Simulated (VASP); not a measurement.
# Ta (Im-3m) in VASP: notebook

The runs below take Ta through relaxation of cell and atoms, vibrations by finite differences, with PBE.

Program: VASP 6.6.1. These are calculated values, not measurements. Logs are shortened: lines on timing, memory, paths and dates and some standing lists are left out, and cuts for length are marked.

## Step 1: The structure

It takes space group Im-3m (No. 229, cubic). Conventional cell: a = 3.303 Å, b = 3.303 Å, c = 3.303 Å, α = 90.00°, β = 90.00°, γ = 90.00°. Around Ta (site symmetry m-3m) lie 8 Ta at 2.86 Å.

## Step 2: Relaxation of cell and atoms, PBE

File INCAR:

```
PREC = Accurate
ENCUT = 520
EDIFF = 1E-7
ISMEAR = 1
SIGMA = 0.2
LREAL = F
LASPH = T
NELM = 80
ALGO = Normal
ISIF = 3
LWAVE = F
LCHARG = F
GGA = PE
IBRION = 2
NSW = 80
EDIFFG = -0.002
```

File KPOINTS:

```
Automatic mesh
0
Gamma
  18 18 18
```

File POSCAR:

```
Ta
1.0
   -1.6512800000      1.6512800000      1.6512800000
    1.6512800000     -1.6512800000      1.6512800000
    1.6512800000      1.6512800000     -1.6512800000
Ta
1
Direct
    0.0000000000      0.0000000000      0.0000000000
```

Potentials or basis: VASP PAW PBE potentials, release 64 (Ta_pv).

Command:

```bash
$ cat potpaw_PBE.64/Ta_pv/POTCAR > POTCAR
$ mpirun -np 1 vasp_std > vasp.out
```

OUTCAR:

```text
PREC = Accurate
   ENCUT = 520
   EDIFF = 1E-7
   ISMEAR = 1
   LREAL = F
   LASPH = T
   NELM = 80
   ISIF = 3
   GGA = PE
   IBRION = 2
   NSW = 80
   EDIFFG = -0.002

 ion  position               nearest neighbor table
   1  0.000  0.000  0.000-

  LATTYP: Found a body centered cubic cell.
 ALAT       =     3.3025600000

  Lattice vectors:

 A1 = (  -1.6512800000,   1.6512800000,   1.6512800000)
 A2 = (   1.6512800000,  -1.6512800000,   1.6512800000)
 A3 = (   1.6512800000,   1.6512800000,  -1.6512800000)

Analysis of symmetry for initial positions (statically):
=====================================================================
 Subroutine PRICEL returns:
 Original cell was already a primitive cell.

 Routine SETGRP: Setting up the symmetry group for a
 body centered cubic supercell.

 Subroutine GETGRP returns: Found 48 space group operations
 (whereof 48 operations were pure point group operations)
 out of a pool of 48 trial point group operations.

The static configuration has the point symmetry O_h .

Analysis of symmetry for dynamics (positions and initial velocities):
=====================================================================
 Subroutine PRICEL returns:
 Original cell was already a primitive cell.

 Routine SETGRP: Setting up the symmetry group for a
 body centered cubic supercell.

 Subroutine GETGRP returns: Found 48 space group operations
 (whereof 48 operations were pure point group operations)
 out of a pool of 48 trial point group operations.

The dynamic configuration has the point symmetry O_h .

 Subroutine INISYM returns: Found 48 space group operations
 (whereof 48 operations are pure point group operations),
 and found     1 'primitive' translations

----------------------------------------------------------------------------------------

                                     Primitive cell

  volume of cell :      18.0104

  direct lattice vectors                    reciprocal lattice vectors
    -1.651280000  1.651280000  1.651280000     0.000000000  0.302795407  0.302795407
     1.651280000 -1.651280000  1.651280000     0.302795407  0.000000000  0.302795407
     1.651280000  1.651280000 -1.651280000     0.302795407  0.302795407  0.000000000

  length of vectors
     2.860100858  2.860100858  2.860100858     0.428217371  0.428217371  0.428217371

  position of ions in fractional coordinates (direct lattice)
[... 102 lines left out ...]
   GGA     = PE    functional components
   LHFCALC =     F    Hartree Fock is set to
   AEXX    =    0.0000 exact exchange contribution
   IVDW    =     0    specifies the selected vdW correction
   LEPSILON=     F    determine dielectric tensor
   LRPA    =     F    only Hartree local field effects (RPA)
 conjugate gradient relaxation of ions
 non-spin polarized calculation
 Methfessel and Paxton  Order N= 1 SIGMA  =   0.20
  energy-cutoff  :      520.00
  volume of cell :       18.01
 maximum number of plane-waves:       498
 NGX is ok and might be reduce to    24
   NGX = 11   NGY = 11   NGZ = 11

--------------------------------------- Ionic step        1  -------------------------------------------

 number of electron      11.0000002 magnetization

 Free energy of the ion-electron system (eV)
  ---------------------------------------------------
  ext. energy  EPLUGINS =         0.00000000
  ---------------------------------------------------
  free energy    TOTEN  =       -11.81011231 eV

  energy without entropy =      -11.81159857  energy(sigma->0) =      -11.81060773

------------------------ aborting loop because EDIFF is reached ----------------------------------------

  FORCE on cell =-STRESS in cart. coord.  units (eV):
  Direction    XX          YY          ZZ          XY          YZ          ZX
  --------------------------------------------------------------------------------------
  -------------------------------------------------------------------------------------
  Total        0.3354202      0.3354202      0.3354202      0.0000000      0.0000000     -0.0000000
  in kB       29.8385410     29.8385410     29.8385410      0.0000000      0.0000000     -0.0000000
  external PRESSURE =      29.8385410 kB  Pullay stress =       0.0000000 kB
[... 86 lines left out ...]
  FREE ENERGIE OF THE ION-ELECTRON SYSTEM (eV)
  ---------------------------------------------------
  free  energy   TOTEN  =       -11.8125765974 eV

  energy  without entropy=      -11.8140713171  energy(sigma->0) =      -11.81307484

[... ionic steps 4 to 12 ...]

--------------------------------------- Ionic step       13  -------------------------------------------

 number of electron      11.0000001 magnetization

------------------------ aborting loop because EDIFF is reached ----------------------------------------
[... 65 lines left out ...]
--------------------------------------- Ionic step       15  -------------------------------------------

 number of electron      11.0000001 magnetization

 Free energy of the ion-electron system (eV)
  ---------------------------------------------------
  ext. energy  EPLUGINS =         0.00000000
  ---------------------------------------------------
  free energy    TOTEN  =       -11.81257695 eV

  energy without entropy =      -11.81407174  energy(sigma->0) =      -11.81307521

 E-fermi :   5.3698     XC(G=0): -12.5428

 val. band max:        5.3566153402   @ k =   0.1111   0.1111   0.0000
 cond. band min:       5.3799405706   @ k =   0.3333   0.1667   0.0556
 fundamental gap:      0.0233252303
 Fermi energy:         5.3698275016

 k-point     1 :       0.0000    0.0000    0.0000
  band No.  band energies     occupation
      1     -27.7618      2.00000
      2     -27.7618      2.00000
      3     -27.7618      2.00000
      4      -2.4920      2.00000
      5       6.1024     -0.00000
      6       6.1024     -0.00000
      7       6.1024     -0.00000
      8       9.3235     -0.00000
      9       9.3235     -0.00000
[... 265 lines left out ...]
 k-point    24 :       0.3889    0.1111    0.0000
  band No.  band energies     occupation
      1     -28.8104      2.00000
      2     -28.1542      2.00000
      3     -27.8174      2.00000
      4       1.4392      2.00000
      5       3.9850      2.00000
      6       5.9840     -0.00012
      7       9.0693     -0.00000
      8      10.3365      0.00000
      9      13.1228      0.00000

 [... further k-points ...]
[... 5 lines left out ...]
  --------------------------------------------------------------------------------------
  -------------------------------------------------------------------------------------
  Total        0.0014734      0.0014734      0.0014734     -0.0000000     -0.0000000     -0.0000000
  in kB        0.1291492      0.1291492      0.1291492     -0.0000000     -0.0000000     -0.0000000
  external PRESSURE =       0.1291492 kB  Pullay stress =       0.0000000 kB
[... 16 lines left out ...]
  FREE ENERGIE OF THE ION-ELECTRON SYSTEM (eV)
  ---------------------------------------------------
  free  energy   TOTEN  =       -11.8125769520 eV

  energy  without entropy=      -11.8140717382  energy(sigma->0) =      -11.81307521

 reached required accuracy - stopping structural energy minimisation
```

OSZICAR:

```text
N       E                     dE             d eps       ncg     rms          rms(c)
DAV:   1     0.458993872681E+02    0.45899E+02   -0.66537E+03  3526   0.117E+03
DAV:   2    -0.115619129929E+02   -0.57461E+02   -0.56637E+02  4425   0.246E+02
DAV:   3    -0.122649991372E+02   -0.70309E+00   -0.67229E+00  4050   0.270E+01
DAV:   4    -0.122706561959E+02   -0.56571E-02   -0.56523E-02  3948   0.194E+00
[... 71 lines left out ...]
DAV:   2    -0.118125769101E+02    0.27136E-07   -0.35351E-08  1761   0.242E-03
  14 F= -.11812577E+02 E0= -.11813075E+02  d E =-.978546E-07
       N       E                     dE             d eps       ncg     rms          rms(c)
DAV:   1    -0.118125771007E+02   -0.16344E-06   -0.37052E-06  3562   0.282E-02    0.305E-03
DAV:   2    -0.118125769932E+02    0.10754E-06   -0.14131E-07  1801   0.483E-03    0.955E-04
DAV:   3    -0.118125769520E+02    0.41176E-07   -0.85898E-08  1820   0.351E-03
  15 F= -.11812577E+02 E0= -.11813075E+02  d E =-.139716E-06
```

CONTCAR:

```text
Ta
   1.00000000000000
    -1.6594397620359604    1.6594397620359604    1.6594397620359604
     1.6594397620359604   -1.6594397620359604    1.6594397620359604
     1.6594397620359604    1.6594397620359604   -1.6594397620359604
  Ta
     1
Direct
     0.0000000000000000    0.0000000000000000    0.0000000000000000

  0.00000000E+00  0.00000000E+00  0.00000000E+00
```

It took 2.1 min on 1 thread of AMD EPYC 7R13 (Zen 3), shared host; peak memory 0.14 GiB.

Results:

```
Free energy                            : -11.8126 eV
Relaxed volume                         : 18.28 Å³/atom
Relaxed cell                           : a = 2.874 Å, b = 2.874 Å, c = 2.874 Å, α = 109.47°, β = 109.47°, γ = 109.47°
Space group after relaxing (to 0.05 Å) : Im-3m (No. 229)
Energy gained by relaxing              : 2.5 meV/atom
Ionic steps                            : 15
Pressure after relaxing                : 0.0 GPa
Band gap on the k mesh                 : none (metal or under the smearing width)
```

The path:
```
step  energy change (eV)  largest force (eV/Å)  pressure (GPa)  volume (Å³)
   1              0.0000                0.0000            2.98        18.01
   2              0.0097                0.0000           -6.10        18.90
   3             -0.0025                0.0000           -0.03        18.28
   4             -0.0025                0.0000            0.03        18.28
   5             -0.0025                0.0000            0.03        18.28
   6             -0.0025                0.0000            0.04        18.28
   7             -0.0025                0.0000            0.03        18.28
   8             -0.0025                0.0000            0.03        18.28
   9             -0.0025                0.0000            0.03        18.28
  10             -0.0025                0.0000            0.03        18.28
  11             -0.0025                0.0000            0.03        18.28
  12             -0.0025                0.0000            0.03        18.28
  13             -0.0025                0.0000            0.03        18.28
  14             -0.0025                0.0000            0.03        18.28
  15             -0.0025                0.0000            0.01        18.28
```

Final structure:
```cif
data_structure
_symmetry_space_group_name_H-M 'P 1'
_symmetry_Int_Tables_number 1
_cell_length_a 2.8742
_cell_length_b 2.8742
_cell_length_c 2.8742
_cell_angle_alpha 109.471
_cell_angle_beta 109.471
_cell_angle_gamma 109.471
_cell_volume 18.28
loop_
_atom_site_label
_atom_site_type_symbol
_atom_site_fract_x
_atom_site_fract_y
_atom_site_fract_z
_atom_site_occupancy
Ta1 Ta 0.00000 0.00000 0.00000 1
```

Levels at points of the mesh, in eV from the Fermi level:
| k point | band 1 | band 2 | band 3 | band 4 | band 5 | band 6 | band 7 | band 8 | band 9 |
| --- | --- | --- | --- | --- | --- | --- | --- | --- | --- |
| (0.00, 0.00, 0.00) | -33.13 | -33.13 | -33.13 | -7.86 | 0.73 | 0.73 | 0.73 | 3.95 | 3.95 |
| (0.50, 0.00, 0.00) | -34.25 | -33.49 | -33.14 | -4.31 | -1.50 | 1.52 | 3.83 | 4.84 | 7.65 |
| (0.50, 0.50, 0.50) | -33.91 | -33.91 | -33.91 | -3.72 | -3.72 | 6.71 | 6.71 | 6.71 | 8.52 |

## Step 3: Relaxation of cell and atoms, PBE

This run uses another cell than the first one, of 18.28 Å³/atom, 1.015 times its volume.

INCAR is that of step 2.

KPOINTS is that of step 2.

File POSCAR:

```
Ta                                      
1.0
   -1.6594397620      1.6594397620      1.6594397620
    1.6594397620     -1.6594397620      1.6594397620
    1.6594397620      1.6594397620     -1.6594397620
  Ta            
     1
Direct
     0.0000000000000000    0.0000000000000000    0.0000000000000000
```

Potentials or basis: VASP PAW PBE potentials, release 64 (Ta_pv).

Command:

```bash
$ cat potpaw_PBE.64/Ta_pv/POTCAR > POTCAR
$ mpirun -np 1 vasp_std > vasp.out
```

Wall time 22 s (1 thread of AMD EPYC 7R13 (Zen 3), shared host); peak memory 0.13 GiB.

Results (log left out):

* Free energy: -11.8127 eV
* Pressure after relaxing: 0.0 GPa
* Band gap on the k mesh: none (metal or under the smearing width)

Final structure:
```xyz
1
Lattice="-1.6594 1.6594 1.6594 1.6594 -1.6594 1.6594 1.6594 1.6594 -1.6594" Properties=species:S:1:pos:R:3 pbc="T T T"
Ta    0.0000    0.0000    0.0000
```

Levels at points of the mesh, in eV from the Fermi level:
```
           k point  band 1  band 2  band 3  band 4  band 5  band 6  band 7  band 8  band 9
(0.00, 0.00, 0.00)  -33.13  -33.13  -33.13   -7.86    0.73    0.73    0.73    3.95    3.95
(0.50, 0.00, 0.00)  -34.25  -33.49  -33.14   -4.31   -1.50    1.52    3.83    4.84    7.65
(0.50, 0.50, 0.50)  -33.91  -33.91  -33.91   -3.72   -3.72    6.71    6.71    6.71    8.52
```

Caveat: the relaxation stopped at its first step, so nothing moved.

## Step 4: Vibrations by finite differences, PBE

This run uses another cell than the first one, of 18.28 Å³/atom, 1.015 times its volume.

File INCAR:

```
ALGO = Normal
EDIFF = 1E-8
ENCUT = 520
GGA = PE
IBRION = 6
ISIF = 3
ISMEAR = 1
LASPH = T
LCHARG = F
LREAL = F
LWAVE = F
NBANDS = 12
NELM = 80
NFREE = 2
NSW = 1
POTIM = 0.015
PREC = Accurate
SIGMA = 0.2
```

File KPOINTS:

```
k-points
0
Gamma
  18 18 18
```

POSCAR is that of step 3.

Command:

```bash
$ cat potpaw_PBE.64/Ta_pv/POTCAR > POTCAR
$ mpirun -np 1 vasp_std > vasp.out
```

Wall time 25 min (1 thread of AMD EPYC 7R13 (Zen 3), shared host); peak memory 0.62 GiB.

Results (log left out):

| Quantity | Value |
| --- | --- |
| Elastic constants C11, C12, C44 | 264, 161, 74 GPa |
| Voigt bulk modulus | 195 GPa |

Elastic tensor in Voigt notation (GPa, in the Cartesian axes of the cell as first typed):
```
264 161 161   0   0   0
161 264 161   0   0   0
161 161 264   0   0   0
  0   0   0  74   0   0
  0   0   0   0  74   0
  0   0   0   0   0  74
```

Clamped-ion elastic tensor (GPa):
```
264 161 161   0   0   0
161 264 161   0   0   0
161 161 264   0   0   0
  0   0   0  74   0   0
  0   0   0   0  74   0
  0   0   0   0   0  74
```

The run has no spin-orbit coupling, so splittings on Ta are missing.
